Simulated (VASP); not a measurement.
Input of a VASP 6.6.1 run:

The input INCAR:

```
  PREC = Accurate
  ENCUT = 520
  EDIFF = 1E-6
  ISMEAR = 0
  SIGMA = 0.05
  LREAL = False
  LASPH = True
  NELM = 150
  ALGO = Normal
  ISIF = 2
  LWAVE = False
  LCHARG = False
  ISPIN = 2
  MAGMOM = 0 0 0 0
  LORBIT = 11
  LMAXMIX = 4
  LDAU = True
  LDAUTYPE = 1
  LDAUL = -1 2
  LDAUU = 0 3
  LDAUJ = 0 0.7
  LDAUPRINT = 1
  GGA = PS
  NBANDS = 28
```

Contents of KPOINTS:

```
regular mesh
0
Gamma
  6 6 6
```

POSCAR

```
TePt
1.0
    1.9815662800      1.1440578300      6.6610310500
   -1.9815662800      1.1440578300      6.6610310500
    0.0000000000     -2.2881156500      6.6610310500
Te Pt
2 2
Direct
    0.5980000000      0.5980000000      0.5980000000
    0.4020000000      0.4020000000      0.4020000000
    0.8703333333      0.8703333333      0.8703333333
    0.1296666667      0.1296666667      0.1296666667
```

Potentials or basis: VASP PAW PBE potentials, release 64 (Te, Pt).

Launch:

```sh
$ cat potpaw_PBE.64/Te/POTCAR potpaw_PBE.64/Pt/POTCAR > POTCAR
$ mpirun -np 1 vasp_std > vasp.out
```

(1) Estimate the band gap on the k mesh.

(2) Predict the pressure.

Answers

(1) none (metal or under the smearing width).

(2) -2.4 GPa.

Caveat: the PAW data sets were made with another functional, which shifts forces and pressure a little; the U is typed as a test and isn't derived for this compound.
